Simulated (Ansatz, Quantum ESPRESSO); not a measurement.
Pt: spin-orbit coupling in 2 programs

```
CELL_PARAMETERS angstrom
0.00000 1.96090 1.96090
1.96090 0.00000 1.96090
1.96090 1.96090 0.00000
ATOMIC_POSITIONS crystal
Pt 0.00000 0.00000 0.00000
```

Kept alike: task band structure; functional PBEsol; k mesh 12 × 12 × 12; occupations fermi-dirac, width 0.05 eV. The mesh is that of the run's cell of 1 atom.

- A: Ansatz, Ansatz PAW, made for PBE, cutoff 420 eV
- B: Quantum ESPRESSO; PseudoDojo 0.4.1 SR PBEsol standard (False); PseudoDojo 0.4 FR PBEsol standard (True), cutoff 1143 eV

| spin-orbit coupling | A: pressure (GPa) | B: pressure (GPa) |
| --- | --- | --- |
| off | -0.61 | -1.14 |
| on | -0.43 | -0.23 |

Pressure is positive in compression; plane-wave values hold the error of the finite cutoff, which Ansatz corrects. Values on potentials made for another functional: all of A. For a metal such a mesh leaves the last digits unconverged.

Question: How large is the effect of spin-orbit coupling, and do the programs agree on it?

Answer: From off to on the pressure moves by +0.18 in A, +0.91 in B (GPa). Row by row the programs differ by 0.20 to 0.53, and the shifts point the same way but differ by 80 % of the larger.
